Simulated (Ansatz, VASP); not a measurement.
**One calculation of WSe2 (single layer cut from the bulk crystal), two programs**

Contents of INCAR:

```
SYSTEM = WSe2
  PREC = Accurate
  ENCUT = 520
  EDIFF = 1E-6
  ISMEAR = 0
  SIGMA = 0.05
  LREAL = .False.
  LASPH = .True.
  NELM = 100
  ALGO = Normal
  ISIF = 2
  LWAVE = .False.
  LCHARG = .False.
  GGA = PE
  NBANDS = 20
```

Contents of KPOINTS:

```
regular mesh
0
Gamma
  24 24 1
  0 0 0
```

File POSCAR:

```
WSe2
1.0
    3.2899984500      0.0000000000      0.0000000000
   -1.6449992300      2.8492222400      0.0000000000
    0.0000000000      0.0000000000     16.3462600000
W Se
1 2
Direct
    0.6666666700      0.3333333300      0.5000000000
    0.3333333300      0.6666666700      0.3976444800
    0.3333333300      0.6666666700      0.6023555200
```

Input for Ansatz:

```yaml
crystal:
  lattice:
    - [3.28999845, 0.0, 0.0]
    - [-1.64499923, 2.84922224, 0.0]
    - [0.0, 0.0, 16.34626]
  atoms:
    - { symbol: W, position: [0.66666667, 0.33333333, 0.5] }
    - { symbol: Se, position: [0.33333333, 0.66666667, 0.39764448] }
    - { symbol: Se, position: [0.33333333, 0.66666667, 0.60235552] }
basis:
  ecutwfc: 420
kpoints:
  mp_grid: { grid: [24, 24, 1] }
hamiltonian:
  xc: pbe
scf:
  occupations: { method: gaussian, width: 0.05 }
output:
  forces: true
  eigenvalues: true
  eigenstates:
    nscf_kmesh: { grid: [72, 72, 1] }
    top_band: c6
    de_dk: true
    localisation: true
checkpoint:
  write: ck
  compress: false
  write_wavefunctions: false
  write_every: 100000
```

Alike in both runs: task single point; functional PBE; k mesh 24 × 24 × 1; occupations gaussian, width 0.05 eV; no spin polarisation.

|  | VASP | Ansatz |
| --- | --- | --- |
| version | VASP 6.6.1 | Ansatz 0.2.0 |
| potentials or method | VASP PAW PBE potentials, release 64 (W_sv, Se) | scalar-relativistic, plane waves, PAW |
| plane-wave cutoff (eV) | 520 | 420 |
| valence electrons in the cell | 26 | 46 |

```csv
,VASP,Ansatz,Ansatz less VASP
gap on the k mesh at the Fermi level (eV),1.63,1.63,+0.003
rms of the force components (eV/Å),0.157,0.135,-0.0227
```

Atom by atom the forces differ by 0.023 eV/Å (rms over components). With one functional, cell and mesh, what is left measures potentials, basis and numerics. The two sets of potentials don't hold the same shells in valence.

Caveats: spin-orbit coupling is left out, which moves the levels of the heavy elements. A hybrid or GW would open this gap; PBE tends to underestimate it.
